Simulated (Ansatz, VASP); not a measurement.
## GeSb3Te in VASP and in Ansatz

```
CELL_PARAMETERS angstrom
4.98758 0.00000 0.00000
0.00000 4.98758 0.00000
0.00000 0.00000 4.98758
ATOMIC_POSITIONS crystal
Ge 0.00000 0.00000 0.00000
Sb 0.50000 0.00000 0.00000
Sb 0.00000 0.50000 0.00000
Sb 0.00000 0.00000 0.50000
Te 0.50000 0.50000 0.50000
```

Change from the starting cell: species swapped into the Mn3SnH type (Pm-3m, No. 221).

Alike in both runs: task single point; functional PBE; k mesh 4 × 4 × 4; occupations gaussian, width 0.1 eV; no spin polarisation.

|  | VASP | Ansatz |
| --- | --- | --- |
| version | VASP 6.6.1 | Ansatz 0.2.0 |
| potentials or method | VASP PAW PBE potentials, release 64 (Ge_d, Sb, Te) | scalar-relativistic, plane waves, PAW |
| plane-wave cutoff (eV) | 520 | 420 |
| valence electrons in the cell | 35 | 75 |

|  | VASP | Ansatz | Ansatz less VASP |
| --- | --- | --- | --- |
| gap on the k mesh at the Fermi level (eV) | none | none | - |
| pressure (GPa) | 15.5 | 15.5 | -0.01 |

A gap of «none» marks a metal or a gap that the smearing closes. With one functional, cell and mesh, what is left measures potentials, basis and numerics. The two sets of potentials don't hold the same shells in valence.

Caveats: so large a pressure means that the cell lies far from this level's equilibrium, or that cutoff or potentials fall short (VASP). The runs have no spin-orbit coupling, so splittings on Sb, Te are missing.
